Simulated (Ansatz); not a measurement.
# BaS (Fm-3m): converging a phonon calculation, part 3 of 4

How do the frequencies of BaS (Fm-3m) move with q mesh, k mesh and cutoff?

Ansatz 0.2.0; DFT LDA, scalar-relativistic, plane waves, PAW; PAW set soft_1.

So far. Step 6 (Another q mesh, k-mesh 12×12×12, q mesh 6×6×6): The mean frequency is 133.5 cm⁻¹, +0.0 cm⁻¹ against the base run, whose k mesh differs too. Step 10 (Another k mesh, k-mesh 6×6×6, q mesh 2×2×2): The highest optical mode at the zone centre (no LO-TO term) is 151.1 cm⁻¹, -0.3 cm⁻¹ against the base run. The relaxed cell has a = 6.272 Å (conventional setting).

### 11. Another k mesh, q mesh 2×2×2

The k mesh is changed to 8×8×8 on a small fixed q mesh, to find the coarsest that serves.

input.yaml reads:

```yaml
crystal:
  lattice:
    - [0.0, 3.1357693422, 3.1357693422]
    - [3.1357693422, 0.0, 3.1357693422]
    - [3.1357693422, 3.1357693422, 0.0]
  atoms:
    - { symbol: Ba, position: [0.0, 0.0, 0.0] }
    - { symbol: S, position: [0.5, 0.5, 0.5] }
kpoints:
  mp_grid: { grid: [8, 8, 8] }
hamiltonian:
  xc: lda
  pseudopotentials: { kind: paw, azcp: { folder: soft_1 }, xc_functional: pbe }
scf:
  occupations: { method: fixed }
output:
  eigenvalues: true
phonons:
  method: dfpt
  dielectric: true
  rigid_motions: translations
  qmesh: [2, 2, 2]
  temperatures: { t_max: 1000, t_step: 50 }
  qpath:
    path:
      - [[0.0, 0.0, 0.0], [0.5, 0.0, 0.5], [0.625, 0.25, 0.625]]
      - [[0.375, 0.375, 0.75], [0.0, 0.0, 0.0], [0.5, 0.5, 0.5], [0.5, 0.25, 0.75], [0.5, 0.0, 0.5]]
    npoints: 10
```

The run is started by

```console
$ ansatz run input.yaml --threads 4 --pin off --max-ram 10240MiB --backend cpu --events-out ev --progress --plain --runs-dir out
```

Numbers of over 12 decimals in the logs are rounded to 6 here.

The program printed:

```text
[...]
Crystal: 2 atoms, lattice volume = 61.668 Å³
Basis set: ecut = 420 eV, 1243 PW (Γ), exchange–correlation on 60×60×60 points (8 copies of the dense FFT grid, shifted against one another)
Bands: 12, of which v1, the nominal top of the filled ones, is band 8 counted from 1 (7 counted from 0)
Symmetry: 48 space group operations
k-points: 59 of 512 (irreducible under 8 space group operations, time reversal used)
[...]
optical modes at Γ + LO–TO along q̂ = [0.0000, 1.0000, 0.0000]:
      ω (cm⁻¹)  modes    IR ((D/Å)²/amu)
        151.42      2            12.2845
        253.65      1             6.1422
  optical modes at Γ + LO–TO along q̂ = [0.0000, 0.0000, 1.0000]:
      ω (cm⁻¹)  modes    IR ((D/Å)²/amu)
        151.42      2            12.2845
        253.65      1             6.1422
--- Phonons (arbitrary-q DFPT): 3 irreducible q on the 2×2×2 mesh ---
[...]
interpolated dispersion: 63 rows × 6 modes
[...]
[key lines of the parts left out:]
SCF converged after 8 iterations
Free energy (F): -6653.580400 eV
Fermi energy:    6.083154 eV
```

Run time: 19 s. Hardware: 4 threads of Intel Xeon Platinum 8488C (Sapphire Rapids), shared host; peak memory 0.67 GiB; 66 s of CPU time.

The highest optical mode at the zone centre (no LO-TO term) is 151.4 cm⁻¹, +0.0 cm⁻¹ against the base run.

### 12. Another k mesh, k-mesh 12×12×12, q mesh 2×2×2

The k mesh is changed to 12×12×12 on a small fixed q mesh, to find the coarsest that serves.

input.yaml: that of step 11 with these lines changed.

```diff
@@ -9,3 +9,3 @@
 kpoints:
-  mp_grid: { grid: [8, 8, 8] }
+  mp_grid: { grid: [12, 12, 12] }
 hamiltonian:
```

The program printed:

```text
[...]
Crystal: 2 atoms, lattice volume = 61.668 Å³
Basis set: ecut = 420 eV, 1243 PW (Γ), exchange–correlation on 60×60×60 points (8 copies of the dense FFT grid, shifted against one another)
Bands: 12, of which v1, the nominal top of the filled ones, is band 8 counted from 1 (7 counted from 0)
Symmetry: 48 space group operations
k-points: 163 of 1728 (irreducible under 8 space group operations, time reversal used)
[...]
optical modes at Γ + LO–TO along q̂ = [0.0000, 1.0000, 0.0000]:
      ω (cm⁻¹)  modes    IR ((D/Å)²/amu)
        151.45      2            12.2852
        253.67      1             6.1426
  optical modes at Γ + LO–TO along q̂ = [0.0000, 0.0000, 1.0000]:
      ω (cm⁻¹)  modes    IR ((D/Å)²/amu)
        151.45      2            12.2852
        253.67      1             6.1426
--- Phonons (arbitrary-q DFPT): 3 irreducible q on the 2×2×2 mesh ---
[...]
interpolated dispersion: 63 rows × 6 modes
[...]
[key lines of the parts left out:]
SCF converged after 8 iterations
Free energy (F): -6653.580404 eV
Fermi energy:    6.083104 eV
```

The job ended after 45 s (4 threads; peak memory 1.2 GiB).

Frequencies (cm⁻¹) solved at each irreducible wavevector; negative means imaginary. Frequencies by wavevector, by row:

```csv
q in reciprocal lattice units,star,mode 1,mode 2,mode 3,mode 4,mode 5,mode 6
0 0 0,1,0,0,0,151.4,151.4,151.4
0 0 -0.5,4,77.8,77.8,137.1,173.5,173.5,228.1
0 -0.5 -0.5,3,62.9,62.9,105.5,160.3,160.3,177.9
```

The highest optical mode at the zone centre (no LO-TO term) is 151.4 cm⁻¹, +0.0 cm⁻¹ against the base run.

### 13. Side by side

Times are for 4 threads of Intel Xeon Platinum 8488C (Sapphire Rapids), shared host. The series side by side:

```csv
no.,k-mesh,lowest mode on the q mesh (acoustic modes at Γ apart) (cm⁻¹),highest frequency on the path or at a solved wavevector (cm⁻¹),time,memory (GiB)
1,6×6×6,62.8,253.4,9.8 s,0.54
2,8×8×8,62.91,253.6,19 s,0.67
3,12×12×12,62.92,253.7,45 s,1.2
```

The phonon density of states has structure finer than the step of the table below, so its rows give means over 10 cm⁻¹, whole bins alone (the curve runs from 1 to 253 cm⁻¹). Peaks (cm⁻¹: height): 6×6×6 75.0: 0.124, 111.0: 0.0537, 165.0: 0.196; 8×8×8 75.0: 0.123, 111.0: 0.0539, 165.0: 0.205; 12×12×12 75.0: 0.123, 111.0: 0.0539, 165.0: 0.206.

The runs together. The phonon density of states by wavenumber; means over each step; values in 1/cm⁻¹/cell:

```csv
wavenumber (cm⁻¹),6×6×6,8×8×8,12×12×12
10,1.4e-4,1.4e-4,1.4e-4
20,8.3e-4,8.3e-4,8.3e-4
30,0.00217,0.00218,0.00218
40,0.00458,0.00459,0.00460
50,0.00935,0.00936,0.00936
60,0.0246,0.0244,0.0244
70,0.0694,0.0692,0.0692
80,0.0689,0.0692,0.0692
90,0.0304,0.0304,0.0305
100,0.0187,0.0186,0.0186
110,0.0406,0.0407,0.0407
120,0.0217,0.0217,0.0217
130,0.00822,0.00821,0.00821
140,4.1e-4,4.0e-4,4.0e-4
150,0.00299,0.00266,0.00263
160,0.0695,0.0670,0.0668
170,0.0952,0.0973,0.0975
180,0.0460,0.0465,0.0466
190,0.0158,0.0158,0.0158
200,0.0151,0.0151,0.0151
210,0.0153,0.0153,0.0153
220,0.0158,0.0158,0.0158
230,0.0132,0.0132,0.0132
240,0.00796,0.00796,0.00796
```

The runs together, line C_V. The C_V, 6×6×6 = 8×8×8 = 12×12×12 by temperature:

```csv
temperature (K),"C_V, 6×6×6 = 8×8×8 = 12×12×12 (J/mol-atom/K)"
0,0
50,9.77
100,18.3
150,21.5
200,22.9
250,23.6
300,24.0
350,24.2
400,24.4
450,24.5
500,24.6
550,24.7
600,24.7
650,24.7
700,24.8
750,24.8
800,24.8
850,24.8
900,24.8
950,24.8
1000,24.9
```

### 14. Another cutoff, cutoff 170 eV, q mesh 2×2×2

The cutoff is set to 170 eV on a small fixed q mesh.

input.yaml: that of step 12 with these lines changed.

```diff
@@ -9,3 +9,3 @@
 kpoints:
-  mp_grid: { grid: [12, 12, 12] }
+  mp_grid: { grid: [8, 8, 8] }
 hamiltonian:
@@ -19,4 +19,2 @@
   method: dfpt
-  dielectric: true
-  rigid_motions: translations
   qmesh: [2, 2, 2]
@@ -28 +26,3 @@
     npoints: 10
+basis:
+  ecutwfc: 170
```

The program printed:

```text
Warning: basis.ecutwfc = 170 eV is below the records' recommended 420 eV, and the density's cutoff is lower with it unless basis.ecutrho_ratio is high enough to keep the records' density cutoff: compare with a run at a higher cutoff
[...]
Crystal: 2 atoms, lattice volume = 61.668 Å³
Basis set: ecut = 170 eV, 331 PW (Γ), exchange–correlation on 40×40×40 points (8 copies of the dense FFT grid, shifted against one another)
Bands: 12, of which v1, the nominal top of the filled ones, is band 8 counted from 1 (7 counted from 0)
Symmetry: 48 space group operations
k-points: 29 of 512
[...]
SCF iter   1: F=—  HF=-6650.270076 eV  |F-HF|=—  |Δ(HF+E_count)|=         —  Δρ=2.88e-2  dr2=5.73e-1  ethr=3.10e-3  ⟨swp⟩=5.1  Hψ=1921  notcnv=0  defer=34
[...]
SCF iter   9: F=-6650.104454 eV  HF=-6650.104454 eV  |F-HF|=9.09e-13  |Δ(HF+E_count)|=  5.46e-12  Δρ=5.82e-9  dr2=2.39e-14  ethr=1.00e-12  ⟨swp⟩=5.6  Hψ=1704  notcnv=0
SCF 1 converged in 9 iterations: F = -6650.104454 eV  dr2 = 2.39e-14
[...]
k-points: 59 of 512 (irreducible under 8 space group operations, time reversal used)
[...]
SCF iter   2: F=-6650.104454 eV  HF=-6650.104454 eV  |F-HF|=0.00e0  |Δ(HF+E_count)|=  8.00e-11  Δρ=2.00e-8  dr2=5.48e-13  ethr=1.00e-12  ⟨swp⟩=6.5  Hψ=3909  notcnv=0
SCF 2 converged in 2 iterations: F = -6650.104454 eV  dr2 = 5.48e-13
[...]
SCF converged after 9 iterations
Free energy (F): -6650.104454 eV
[...]
Internal energy: -6650.104454 eV  (E = F + TS)
E sigma→0 (E₀):  -6650.104454 eV
Fermi energy:    6.078825 eV
[...]
--- Band table (eV; the first three rows and the last of 29) ---
  k-point 0: bands = [... 4 lower, -3.9628, 6.0788, 6.0788, 6.0788, 9.9789, 10.0227, 10.0227, 10.0227]
  k-point 1: bands = [... 4 lower, -3.5612, 5.6922, 5.8767, 5.8767, 10.0100, 10.2726, 10.2726, 10.6121]
  k-point 2: bands = [... 4 lower, -3.0043, 4.9323, 5.4597, 5.4597, 10.1778, 10.9484, 10.9484, 11.8267]
  k-point 28: bands = [... 4 lower, -3.1927, 4.9780, 5.6948, 5.6948, 10.3824, 10.3824, 12.8802, 13.4158]
[...]
ASR residual: 7.370e-6 → 0.000e0 eV/Å²; symmetrization residual: 4.113e-6 eV/Å²
  ASR residual per site (eV/Å²): 7.37e-6 2.72e-6
  Γ frequencies (cm⁻¹): 0.00 0.00 0.00 138.87 138.87 138.87
  Unit cell's response to a homogeneous field, on a k mesh of 8×8×8: 1 representative field direction (Σ response iterations 7)
  ε∞ (high-frequency dielectric tensor):
        4.895096    -0.000000     0.000000
        0.000000     4.895096    -0.000000
       -0.000000     0.000000     4.895096
  ε⁰ (static dielectric tensor): not given — the deck does not say what the cell's rigid motions are, and on a molecule in a box or a wire the rigid rotations would enter the sum over the modes at Γ. For a crystal or a slab, whose only rigid motions are the translations, set phonons.rigid_motions: translations.
  Born effective charges Z* (e; rows j = field, columns β = displacement):
    site 0:
         2.57305    0.00000    0.00000
         0.00000    2.57305    0.00000
         0.00000    0.00000    2.57305
    site 1:
        -2.57305   -0.00000   -0.00000
         0.00000   -2.57305   -0.00000
         0.00000   -0.00000   -2.57305
  Z* charge neutrality: 5.685e-6 e pre-enforcement
  k-mesh period / interband length: 35.5 Å / 1.92 Å = 18.49 at k = (0.0000, -0.5000, -0.5000), direct gap 2.080 eV — 14 or more, which is no proof of convergence
  optical modes at Γ without the LO–TO term, one row a degenerate level:
      ω (cm⁻¹)  modes    IR ((D/Å)²/amu)
        138.87      3            17.6296
  optical modes at Γ + LO–TO along q̂ = [1.0000, 0.0000, 0.0000]:
      ω (cm⁻¹)  modes    IR ((D/Å)²/amu)
        138.87      2            11.7530
        246.59      1             5.8765
  optical modes at Γ + LO–TO along q̂ = [0.0000, 1.0000, 0.0000]:
      ω (cm⁻¹)  modes    IR ((D/Å)²/amu)
        138.87      2            11.7530
        246.59      1             5.8765
  optical modes at Γ + LO–TO along q̂ = [0.0000, 0.0000, 1.0000]:
      ω (cm⁻¹)  modes    IR ((D/Å)²/amu)
        138.87      2            11.7530
        246.59      1             5.8765
--- Phonons (arbitrary-q DFPT): 3 irreducible q on the 2×2×2 mesh ---
[...]
interpolated dispersion: 63 rows × 6 modes
[...]
```

The job ended after 4.8 s (4 threads; peak memory 0.46 GiB; 15 s of CPU time).

The run finished; it serves as a test, and its numbers are not taken as the result.

### 15. Another cutoff, cutoff 230 eV, q mesh 2×2×2

The cutoff is set to 230 eV on a small fixed q mesh.

input.yaml: that of step 14 with these lines changed.

```diff
@@ -27,2 +27,2 @@
 basis:
-  ecutwfc: 170
+  ecutwfc: 230
```

The program printed:

```text
[...]
Crystal: 2 atoms, lattice volume = 61.668 Å³
Basis set: ecut = 230 eV, 531 PW (Γ), exchange–correlation on 48×48×48 points (8 copies of the dense FFT grid, shifted against one another)
Bands: 12, of which v1, the nominal top of the filled ones, is band 8 counted from 1 (7 counted from 0)
Symmetry: 48 space group operations
k-points: 29 of 512
[...]
SCF iter   1: F=—  HF=-6653.112930 eV  |F-HF|=—  |Δ(HF+E_count)|=         —  Δρ=2.31e-2  dr2=5.37e-1  ethr=3.10e-3  ⟨swp⟩=5.2  Hψ=1981  notcnv=0  defer=25
[...]
SCF iter   9: F=-6652.930457 eV  HF=-6652.930457 eV  |F-HF|=9.09e-13  |Δ(HF+E_count)|=  1.91e-11  Δρ=8.64e-9  dr2=6.51e-14  ethr=1.00e-12  ⟨swp⟩=7.0  Hψ=2179  notcnv=0
SCF 1 converged in 9 iterations: F = -6652.930457 eV  dr2 = 6.51e-14
[...]
k-points: 59 of 512 (irreducible under 8 space group operations, time reversal used)
[...]
SCF iter   3: F=-6652.930457 eV  HF=-6652.930457 eV  |F-HF|=0.00e0  |Δ(HF+E_count)|=  1.82e-12  Δρ=1.14e-7  dr2=4.31e-12  ethr=1.00e-12  ⟨swp⟩=1.0  Hψ=1652  notcnv=0
SCF 2 converged in 3 iterations: F = -6652.930457 eV  dr2 = 4.31e-12
[...]
SCF converged after 9 iterations
Free energy (F): -6652.930457 eV
[...]
Internal energy: -6652.930457 eV  (E = F + TS)
E sigma→0 (E₀):  -6652.930457 eV
Fermi energy:    6.083623 eV
[...]
--- Band table (eV; the first three rows and the last of 29) ---
  k-point 0: bands = [... 4 lower, -4.2122, 6.0836, 6.0836, 6.0836, 9.8022, 9.9321, 9.9321, 9.9321]
  k-point 1: bands = [... 4 lower, -3.7306, 5.6548, 5.8651, 5.8651, 9.9061, 10.1713, 10.1713, 10.4272]
  k-point 2: bands = [... 4 lower, -3.1714, 4.8768, 5.4330, 5.4330, 10.1083, 10.8487, 10.8487, 11.6912]
  k-point 28: bands = [... 4 lower, -3.3661, 4.9171, 5.6857, 5.6857, 10.2914, 10.2914, 12.7009, 13.1809]
[...]
ASR residual: 1.260e-5 → 0.000e0 eV/Å²; symmetrization residual: 7.150e-6 eV/Å²
  ASR residual per site (eV/Å²): 1.26e-5 5.79e-6
  Γ frequencies (cm⁻¹): 0.00 0.00 0.00 160.96 160.96 160.96
[...]
ε∞ (high-frequency dielectric tensor):
        5.060924    -0.000000     0.000000
        0.000000     5.060924    -0.000000
        0.000000    -0.000000     5.060924
[...]
Born effective charges Z* (e; rows j = field, columns β = displacement):
    site 0:
         2.62376    0.00000   -0.00000
        -0.00000    2.62376    0.00000
         0.00000   -0.00000    2.62376
    site 1:
        -2.62376   -0.00000    0.00000
         0.00000   -2.62376   -0.00000
         0.00000    0.00000   -2.62376
  Z* charge neutrality: 2.075e-5 e pre-enforcement
[...]
optical modes at Γ without the LO–TO term, one row a degenerate level:
      ω (cm⁻¹)  modes    IR ((D/Å)²/amu)
        160.96      3            18.3313
  optical modes at Γ + LO–TO along q̂ = [1.0000, 0.0000, 0.0000]:
      ω (cm⁻¹)  modes    IR ((D/Å)²/amu)
        160.96      2            12.2209
        260.13      1             6.1104
  optical modes at Γ + LO–TO along q̂ = [0.0000, 1.0000, 0.0000]:
      ω (cm⁻¹)  modes    IR ((D/Å)²/amu)
        160.96      2            12.2209
        260.13      1             6.1104
  optical modes at Γ + LO–TO along q̂ = [0.0000, 0.0000, 1.0000]:
      ω (cm⁻¹)  modes    IR ((D/Å)²/amu)
        160.96      2            12.2209
        260.13      1             6.1104
--- Phonons (arbitrary-q DFPT): 3 irreducible q on the 2×2×2 mesh ---
[...]
interpolated dispersion: 63 rows × 6 modes
[...]
```

Run time: 7.4 s. Hardware: 4 threads; peak memory 0.51 GiB.

The run finished; it serves as a test, and its numbers are not taken as the result.

[end of part 3 of 4]

[Logs are printed without paths, hosts, clocks, repeated set-up lines and the standing remarks that a program may print on its own settings, such as how far it seeks lower states.]

[Hosts, paths, dates, database ids (printed as entryN), source tags and the programs' standing remarks are cut or masked in the printed files.]
